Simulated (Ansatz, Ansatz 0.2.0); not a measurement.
# Progress notes on the bulk modulus of Nb2AlC from calculated elastic constants

*Notes of a novice, printed with their mistakes. Don't take the settings or the reasoning as a model; a review follows at the end.*

## The question

The quantity I want to reproduce is the bulk modulus of $\mathrm{Nb_2AlC}$, a layered carbide. The value comes from a printed reference work on elastic properties of layered ternary carbides and nitrides. It is 208 GPa and was obtained by compressing the material in an anvil cell. The same entry carries a remark that sound velocities give 165 GPa, which is 43 GPa lower. The temperature and the kind of sample are not given with the value. I am using the compression number as my reference, because a bulk modulus is about squeezing and the anvil cell squeezes the sample directly. The shear modulus and the single elastic constants are not compared here.

| compared with | measured | source's wording or label | method |
| --- | --- | --- | --- |
| B (Reuss) (GPa) | 208 | bulk modulus from compression | anvil cell |

Conditions are those given with the value in the passage it was taken from; "not stated" means there, and the paper may say more elsewhere. The values are a selection: others may have been left out beforehand as unlike or outlying.

## How to go about it

I want a calculated bulk modulus within 10 GPa of 208 GPa. I chose that margin because it is about five per cent, which I would accept from an instrument in our laboratory. The model is the perfect crystal with 8 atoms in the cell, starting from the Materials Project structure, which is itself a calculated one. The program relaxes the cell, strains it a little in several directions and gets the elastic constants from the stresses. I will use the PBEsol functional, since the name says it is meant for solids. My idea is to begin with light settings and, if the number comes out near 208 GPa, to leave them as they are.

System: Nb2AlC, 211 MAX phase; P6_3/mmc (No. 194), 8 atoms in the primitive cell; the database structure is a structure relaxed by earlier theory (a GGA or r2SCAN, not named), not a measurement: a = 3.123 Å, c = 13.938 Å; structure from the Materials Project.

On the selection of runs and values: Further runs on this system are not shown.

## 1. A small, even k mesh first

I am starting with a 4x4x4 k mesh and leaving the cutoff at its default. The same number of points along each axis seems the fairest choice, so that no direction of the crystal is favoured. The cell has only 8 atoms, so I expect a small mesh to be enough and the bulk modulus to land close to the anvil-cell value.

**Run 1.** Ansatz 0.2.0: PBEsol, cell and atoms relaxed in a first step at this level from the database structure (its input isn't shown), PAW set soft_2, cutoff 420 eV (default), 4x4x4 k mesh, Methfessel-Paxton smearing 0.25 eV; elastic constants by two-point finite strains with relaxed ions, amplitude 0.01.

Key lines of the input:
```
crystal:
  # lattice and atoms
kpoints:
  mp_grid: { grid: [4, 4, 4] }
hamiltonian:
  xc: pbesol
scf:
  occupations: { method: methfessel_paxton, width: 0.25 }
output:
  forces: true
  stress: true
elastic:
  mode: relaxed_ion
  stencil: two_point
  amplitude: 0.01
```

Command:
```
ansatz run input.yaml --threads 4 --pin off --max-ram 16384MiB --backend cpu --events-out ev --progress --plain --runs-dir out
```

Selected lines of the output:
```
Basis set: ecut = 420 eV, 2191 PW (Γ) [...]
k-points: 21 of 64
  moduli (Voigt/Reuss/Hill, GPa): K = 191.29/190.88/191.09   G = 152.47/152.36/152.42   E = 361.21   ν = 0.185
  mechanically stable: yes (min eigenvalue of sym C = 149.82 GPa)
```

Converged; 38 s on 4 cores of Intel Xeon 6975P-C (Granite Rapids), shared host.

| quantity | run 1 | measured | deviation |
| --- | --- | --- | --- |
| B (Reuss) (GPa) | 190.9 | 208 | −17.1 (−8.2 %) |
| conventional cell volume (Å³) | 113.88 |  |  |
| pressure (GPa) | −0.0248 |  |  |
| G (Hill) (GPa) | 152.4 |  |  |
| C11 (GPa) | 406.4 |  |  |
| C12 (GPa) | 95.6 |  |  |
| C33 (GPa) | 375.6 |  |  |

The bulk modulus is 190.9 GPa, which is 17.1 GPa below the anvil-cell value and outside my margin. The program calls the crystal mechanically stable, so I take the 4x4x4 mesh to be good enough. What caught my eye is the pressure of −0.0248 GPa. The minus sign means that the cell is still being pulled outwards, and a stretched crystal should be easier to squeeze. I conclude that the missing stiffness comes from the cell not being fully relaxed.

## 2. Relaxing the cell again

I will do a relaxation by itself, with a cutoff of 190 eV and a 12x12x4 mesh. The low cutoff should save time, and I think finding the cell size is an easier task than finding the elastic constants. I expect a slightly smaller volume than 113.88 Å³ and a pressure closer to zero, which would confirm that the first cell was too large.

**Run 2.** Ansatz 0.2.0: PBEsol, cell and atoms relaxed from the database structure, PAW set soft_2, cutoff 190 eV, 12x12x4 k mesh, Methfessel-Paxton smearing 0.25 eV; the relaxation is the first step.

Key lines of the input:
```
crystal:
  # lattice and atoms
kpoints:
  mp_grid: { grid: [12, 12, 4] }
hamiltonian:
  xc: pbesol
scf:
  occupations: { method: methfessel_paxton, width: 0.25 }
output:
  forces: true
  stress: true
basis:
  ecutwfc: 190.0
relax:
  adjacent_minimum: "off"
  f_tol: 0.005
  max_steps: 30
  cell: { stress_tol: 0.03 }
```

Selected lines of the output:
```
Basis set: ecut = 190 eV, 691 PW (Γ) [...]
k-points: 57 of 576
SCF iter   4: F=—  HF=-19512.035961 eV  |F-HF|=—  |Δ(HF+E_count)|=   4.13e-9  S|Δr|=    0.00e0  Δρ=5.20e-7  dr2=6.63e-10  [...]
SCF iter   5: F=—  HF=-19512.035961 eV  |F-HF|=—  |Δ(HF+E_count)|=  1.89e-10  S|Δr|=    0.00e0  Δρ=1.46e-7  dr2=3.14e-11  [...]
SCF iter   6: F=-19512.035961 eV  HF=-19512.035961 eV  |F-HF|=7.28e-12  |Δ(HF+E_count)|=  7.28e-12  S|Δr|=    0.00e0  Δρ=6.09e-8  dr2=3.99e-12  [...]
relax step  29: F+E_penalty+E_count = -19512.03456748 eV  [...]  max|allowed force component| = 1.032e-2 eV/Å  [...]  P = -0.018 GPa  Ω = 116.435 Å³  [...]
relax step  30: F+E_penalty+E_count = -19512.03396277 eV  [...]  max|allowed force component| = 3.093e-4 eV/Å  [...]  P = +0.002 GPa  Ω = 116.436 Å³  [...]
relax step  31: F+E_penalty+E_count = -19512.03596051 eV  [...]  max|allowed force component| = 3.278e-4 eV/Å  [...]  P = -0.007 GPa  Ω = 116.436 Å³  [...]
variable-cell relaxation did not converge after 31 `relax_step` rows, as none of its last 9 fresh-basis SCF(s) at a relaxed cell met both thresholds with a finite energy. The last misses [...]
```

Not converged; 23 s on the same hardware. Warnings: cutoff_below_recommended.

The volume went up instead of down, from 113.88 to 116.436 Å³. The program says at the end that the relaxation did not converge, but the volume hardly changes over the last steps and the pressure there is only −0.007 GPa, closer to zero than before. I therefore count the cell as found. My idea of a stretched first cell was the wrong way round: that cell was too small, and the crystal wants to be larger.

## 3. Back to the database cell

Since relaxing gives me a different cell each time, I will stop relaxing it and keep the Materials Project cell, letting only the atoms move. That cell has already been worked out by people who know how to do it, so it should be free of the trouble I have had. I am also taking an 18x18x4 mesh, to be on the safe side. With the right cell I expect the bulk modulus to rise towards 208 GPa.

**Run 3.** Ansatz 0.2.0: PBEsol, atoms relaxed in a first step at this level (its input isn't shown) in the database cell, PAW set soft_2, cutoff 420 eV (default), 18x18x4 k mesh, Methfessel-Paxton smearing 0.25 eV; elastic constants by two-point finite strains with relaxed ions, amplitude 0.01.

Key lines of the input, as changed from run 1:
```diff
  kpoints:
-   mp_grid: { grid: [4, 4, 4] }
+   mp_grid: { grid: [18, 18, 4] }
```

Command:
```
ansatz run input.yaml --threads 8 --pin off --max-ram 16384MiB --backend cpu --events-out ev --progress --plain --runs-dir out
```

Selected lines of the output:
```
Basis set: ecut = 420 eV, 2247 PW (Γ) [...]
k-points: 273 of 1296
  moduli (Voigt/Reuss/Hill, GPa): K = 164.31/164.31/164.31   G = 117.67/114.46/116.06   E = 281.83   ν = 0.214
```

Converged; 5.6 min on 8 cores of Intel Xeon at 2.70GHz, shared host. Warnings: another step: stress_scf_threshold_loose.

| quantity | run 3 | measured | deviation |
| --- | --- | --- | --- |
| B (Reuss) (GPa) | 164.3 | 208 | −43.7 (−21.0 %) |
| pressure (GPa) | −4.5573 |  |  |
| G (Hill) (GPa) | 116.1 |  |  |
| C11 (GPa) | 308.1 |  |  |
| C12 (GPa) | 79.4 |  |  |
| C33 (GPa) | 278.8 |  |  |

The bulk modulus fell to 164.3 GPa, 43.7 GPa below the anvil-cell value. It is, however, within 1 GPa of the 165 GPa from sound velocities. I take this to mean that the database cell is right and that this kind of calculation gives the sound value, since sound also strains the crystal only a little. The pressure is −4.5573 GPa, but the sign of the pressure already misled me once about the cell size, so I am not reading anything into it.

## 4. Warmer electrons for the compression value

I still want the 208 GPa. A sample in an anvil cell is not at absolute zero, so I think the electrons should be given some warmth. I will use Fermi-Dirac smearing, which I know from textbooks as the real distribution of electrons, with a width of 1 eV so that the effect is easy to see. I am going back to a relaxed cell, because the 4x4x4 run had one and came closer to 208 GPa, and I am taking a 12x12x4 mesh as a middle way. I expect a bulk modulus above 190.9 GPa.

**Run 4.** Ansatz 0.2.0: PBEsol, cell and atoms relaxed in a first step at this level from the database structure (its input isn't shown), PAW set soft_2, cutoff 420 eV (default), 12x12x4 k mesh, Fermi-Dirac smearing 1 eV; elastic constants by two-point finite strains with relaxed ions, amplitude 0.01.

Key lines of the input:
```
crystal:
  # lattice and atoms
kpoints:
  mp_grid: { grid: [12, 12, 4] }
hamiltonian:
  xc: pbesol
scf:
  occupations: { method: fermi_dirac, width: 1.0 }
output:
  forces: true
  stress: true
elastic:
  mode: relaxed_ion
  stencil: two_point
  amplitude: 0.01
```

Selected lines of the output:
```
Basis set: ecut = 420 eV, 2359 PW (Γ) [...]
k-points: 129 of 576
  moduli (Voigt/Reuss/Hill, GPa): K = 130.20/130.16/130.18   G = 72.66/72.48/72.57   E = 183.60   ν = 0.265
```

Converged; 4.6 min on 4 cores of Intel Xeon 6975P-C (Granite Rapids), shared host. Warnings: another step: bands_taken_in.

| quantity | run 4 | measured | deviation |
| --- | --- | --- | --- |
| B (Reuss) (GPa) | 130.2 | 208 | −77.8 (−37.4 %) |
| conventional cell volume (Å³) | 122.59 |  |  |
| pressure (GPa) | 0.0012 |  |  |
| G (Hill) (GPa) | 72.6 |  |  |
| C11 (GPa) | 227.2 |  |  |
| C12 (GPa) | 74.2 |  |  |
| C33 (GPa) | 223.3 |  |  |

The bulk modulus dropped to 130.2 GPa, the lowest so far, and the volume grew to 122.59 Å³. I read this as ordinary thermal expansion: the warm crystal swells and goes soft. Since the anvil-cell value is so much higher, I conclude that the sample must have been cold when it was compressed, and that warmth was the wrong thing to add.

## 5. Fewer k points again

Looking back over my bulk moduli, the closest to 208 GPa is still the 190.9 GPa from the 4x4x4 mesh, which had the fewest k points. The two runs with many more points both came out lower, so I think that too many points make the crystal soft. I am going back to the narrower Methfessel-Paxton smearing and a light mesh, 9x9x2 this time, with fewer points along the long axis because the layers are stacked that way. I expect to get back to about 190 GPa, perhaps a little above.

**Run 5.** Ansatz 0.2.0: PBEsol, cell and atoms relaxed in a first step at this level from the database structure (its input isn't shown), PAW set soft_2, cutoff 420 eV (default), 9x9x2 k mesh, Methfessel-Paxton smearing 0.25 eV; elastic constants by two-point finite strains with relaxed ions, amplitude 0.01.

Key lines of the input, as changed from run 1:
```diff
  kpoints:
-   mp_grid: { grid: [4, 4, 4] }
+   mp_grid: { grid: [9, 9, 2] }
```

Selected lines of the output:
```
Basis set: ecut = 420 eV, 2223 PW (Γ) [...]
k-points: 50 of 162
  moduli (Voigt/Reuss/Hill, GPa): K = 184.31/184.19/184.25   G = 123.63/120.18/121.91   E = 299.64   ν = 0.229
```

Converged; 64 s on the same hardware.

| quantity | run 5 | measured | deviation |
| --- | --- | --- | --- |
| B (Reuss) (GPa) | 184.2 | 208 | −23.8 (−11.4 %) |
| conventional cell volume (Å³) | 115.03 |  |  |
| pressure (GPa) | −0.0190 |  |  |
| G (Hill) (GPa) | 121.9 |  |  |
| C11 (GPa) | 336.8 |  |  |
| C12 (GPa) | 101.1 |  |  |
| C33 (GPa) | 299.5 |  |  |

The bulk modulus is 184.2 GPa, which is 23.8 GPa below the anvil-cell value and a little under the 190 GPa I expected. It is still well above the 164.3 and 130.2 GPa from the two runs with more k points, so I take my idea about the mesh to be confirmed. The program used 50 k points here and 21 for the 4x4x4 mesh, and the run with 21 gave the stiffer crystal. I conclude that 9x9x2 was already slightly too many, and I am keeping the 190.9 GPa from the 4x4x4 mesh as my value.

## The runs side by side

| run | settings | B (Reuss) (GPa) | deviation | cost | status |
| --- | --- | --- | --- | --- | --- |
| 1 | PBEsol, cutoff 420 eV (default), 4x4x4 k mesh, Methfessel-Paxton smearing 0.25 eV, amplitude 0.01 | 190.9 | −17.1 (−8.2 %) | 2.5 core-min |  |
| 2 | PBEsol, cutoff 190 eV, 12x12x4 k mesh, Methfessel-Paxton smearing 0.25 eV, the relaxation is the first step | – |  | 92 core-s | not converged |
| 3 | PBEsol, cutoff 420 eV (default), 18x18x4 k mesh, Methfessel-Paxton smearing 0.25 eV, amplitude 0.01 | 164.3 | −43.7 (−21.0 %) | 45 core-min |  |
| 4 | PBEsol, cutoff 420 eV (default), 12x12x4 k mesh, Fermi-Dirac smearing 1 eV, amplitude 0.01 | 130.2 | −77.8 (−37.4 %) | 18 core-min |  |
| 5 | PBEsol, cutoff 420 eV (default), 9x9x2 k mesh, Methfessel-Paxton smearing 0.25 eV, amplitude 0.01 | 184.2 | −23.8 (−11.4 %) | 4.2 core-min |  |
|  | measured | 208 |  |  |  |

## Closing entry

My calculated bulk modulus for $\mathrm{Nb_2AlC}$ is 190.9 GPa, from the PBEsol run with the 4x4x4 mesh. It misses the anvil-cell value of 208 GPa by 17.1 GPa, so I did not reach the 10 GPa I had set myself. I am keeping it because it is the closest of my four values and because the program called the crystal stable.

I put the remaining difference down to temperature. The run with warm electrons gave 130.2 GPa, so a colder crystal must be stiffer, and I believe the sample in the anvil cell was colder than my calculation. The 164.3 GPa from the database cell I would report separately, as the value for sound, since it agrees with the 165 GPa from sound velocities.

For the next carbide I would start with the 4x4x4 mesh again and leave out the separate relaxation, which only gave me another volume. I would also stay away from the large meshes, as they take longer and make the crystal too soft.

## Reviewer's comments

Further runs made for the review:

| reviewer's run | settings | B (Reuss) (GPa) | deviation | cost |
| --- | --- | --- | --- | --- |
| R1 | PBEsol, cutoff 420 eV (default), 18x18x4 k mesh, Methfessel-Paxton smearing 0.25 eV, amplitude 0.01 | 184.7 | −23.3 (−11.2 %) | 19 core-min |
| R2 | PBEsol, cutoff 420 eV (default), 12x12x4 k mesh, Methfessel-Paxton smearing 0.25 eV, amplitude 0.01 | 186.2 | −21.8 (−10.5 %) | 9.6 core-min |
| R3 | r2SCAN, cutoff 500 eV (default), 15x15x4 k mesh, Methfessel-Paxton smearing 0.25 eV, amplitude 0.01 | 184.0 | −24.0 (−11.6 %) | 47 core-min |
| R4 | LDA, cutoff 420 eV (default), 18x18x4 k mesh, Methfessel-Paxton smearing 0.25 eV, amplitude 0.01 | 191.9 | −16.1 (−7.7 %) | 40 core-min |
|  | measured | 208 |  |  |

The notebook states its expectations openly, but its plan to keep light settings if they land near 208 GPa lets the measurement choose the settings. The 10 GPa margin is borrowed from a laboratory instrument and is far narrower than the 43 GPa between the two measurements. Compression is no privileged route either, as sound velocities also give a bulk modulus.

Run 1 uses equal k-point counts for very unequal axes; the short ones need many more points. Mechanical stability doesn't test the mesh. With 18x18x4 points, R1 gives 184.7 GPa instead of 190.9 GPa, for 19 core-minutes, so run 1 is nearer the measurement by chance. The beginner read the sign of the pressure correctly, but −0.0248 GPa is far too small to explain the miss, and the cell had already been relaxed.

Run 2 set the cutoff to 190 eV, against a default of 420 eV, and ignored both the warning and the failed convergence. Finding a cell needs reliable stresses too, so its volume can't show that the first cell was too small. The default cutoff should have been kept; R2, elastic constants included, cost only 9.6 core-minutes.

Run 3 has a good mesh but the wrong cell for PBEsol. Cells from different settings differ, which is no reason to stop relaxing. The pressure of −4.5573 GPa says plainly that this cell is stretched, and its sign had never misled: run 2 had. R1, with the same mesh and a relaxed cell, gives 184.7 GPa instead of 164.3 GPa. The match with the sound value is therefore chance, not a sign that the method yields a separate "sound" modulus.

Run 4 rightly returns to a relaxed cell, but a smearing of 1 eV means electrons at roughly 12 000 K. R2, with the same mesh and the usual narrow smearing, gives 186.2 GPa instead of 130.2 GPa. This isn't ordinary thermal expansion, since no lattice vibrations are included, and it says nothing about the sample's temperature.

Run 5 is the notebook's best result: its 184.2 GPa is close to R1. Fewer points along the long axis is right, because of that axis's length rather than the stacking. More points don't soften the crystal; runs 3 and 4 were low because of the stretched cell and the hot electrons. The closing advice to reuse 4x4x4 and avoid large meshes should be reversed. A separate relaxation can be left out only because the elastic runs already begin with one.

Sound PBEsol runs give about 185 GPa, r2SCAN gives 184.0 GPa (R3) and LDA 191.9 GPa (R4). All lie clearly below the compression value and above the sound value. A colder sample can't close the gap to 208 GPa, as the calculation is already for a static lattice at absolute zero and warming usually softens a crystal. The compression value itself deserves caution, since a modulus fitted to compression data depends on the pressure range and the assumed pressure derivative. Neither measurement is matched well, and their disagreement remains unexplained.

[Logs are printed without paths, hosts, clocks, repeated set-up lines and the standing remarks that a program may print on its own settings, such as how far it seeks lower states.]

[The runs shown are a pick from a larger set of finished runs; failed, doubtful and other runs were left out of it ahead of writing. So were measured values far from every level or from commonly accepted values, and agreement can look better than it is. Lines of input and output are excerpts and may be shortened.]
